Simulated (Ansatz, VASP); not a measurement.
**AlN: VASP beside Ansatz**

```
Al N
1.0
     3.16120    0.00000    0.00000
    -1.58060    2.73768    0.00000
     0.00000    0.00000    5.41830
Al N
2 2
Direct
  0.33333 0.66667 0.00478
  0.66667 0.33333 0.50478
  0.33333 0.66667 0.38022
  0.66667 0.33333 0.88022
```

Alike in both runs: functional PBE; k mesh 9 × 9 × 6; occupations gaussian, width 0.05 eV; no spin polarisation.

Ansatz relaxed the structure, and its values are those at the end. VASP's run is a single point on that final structure, the one shown.

|  | VASP | Ansatz |
| --- | --- | --- |
| version | VASP 6.6.1 | Ansatz 0.2.0 |
| potentials or method | VASP PAW PBE potentials, release 64 (Al, N) | scalar-relativistic, plane waves, PAW |
| plane-wave cutoff (eV) | 520 | 520 |
| valence electrons in the cell | 16 | 16 |

Ansatz gave:

- gap on the k mesh at the Fermi level (eV): 3.13
- least direct gap on the mesh (eV): 3.13
- pressure (GPa): -14.7

Problem. Estimate VASP's values.

Solution. gap on the k mesh at the Fermi level (eV): 3.13; least direct gap on the mesh (eV): 3.13; pressure (GPa): -14.9.

The functional is the same, so the differences come from potentials, cutoffs and numerics. Ansatz warned: «stress_scf_threshold_loose».

As with any semilocal functional, this PBE gap is likely too small.
